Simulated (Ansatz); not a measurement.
Bi: the change of pressure with volume per atom

Results calculated with Ansatz 0.2.0, not measured. Periodic Kohn-Sham DFT of a crystal at fixed atoms; pressure and stress are positive in compression; the energy is the free energy less that of spherical unpolarised free atoms; site moments are those in the method's own spheres, positive along +z.

Cell of the first row (space group Fm-3m, No. 225):
```
CELL_PARAMETERS angstrom
0.00000 2.47200 2.47200
2.47200 0.00000 2.47200
2.47200 2.47200 0.00000
ATOMIC_POSITIONS crystal
Bi 0.00000 0.00000 0.00000
```

Settings of every row: method frozen-core PAW; functional PBE; relativity scalar; k mesh 16x16x16; filling fermi-dirac; smearing width 0.05 eV; wave cutoff 420 eV; paw set soft_2.

Atom start moment: 0 on all atoms.

Limits: no spin-orbit coupling on heavy atoms; the cell comes from a prototype or a list of computed structures and needn't be the stable phase.

```csv
row,volume per atom (Å³),pressure (GPa)
1,30.212,2.941
2,31.008,1.363
3,31.803,-0.009
4,32.598,?
5,33.393,-2.263
```

Question: what pressure should row 4 give?

Worked fit of pressure. Take u = (V_r/V)^(2/3) − 1 with V_r = 31.405 Å³ an atom, which is twice the finite (Eulerian) strain; such expansions in the strain, on which the Birch-Murnaghan equation of state is built, carry the rest volume and the bulk modulus. The shown rows have u = 0.02615, 0.00852, -0.00836, -0.04009. Least squares give pressure = 0.6552 + 81.607 × u + 220.22 × u² GPa; a straight line predicts inner rows, each left out in turn, worse (root mean square 0.15 against 0.0069 GPa). The rows lie off it by 0.001, -0.003, 0.003, -0.001. The pressure vanishes at u = -0.0082, or V = 31.8 Å³ an atom, and there the bulk modulus at fixed shape and fractions is B = −V dP/dV = (2/3)(1 + u) dP/du = 51.6 GPa. The withheld row has u = -0.02455, so the fit gives 0.6552 + 81.607 × (-0.02455) + 220.22 × (-0.02455)² = -1.216 GPa.

The calculation gave -1.212 GPa. The fit lies 0.004 GPa (0.077 % of the column's range) below it; its largest miss of a shown row is 0.003 GPa.
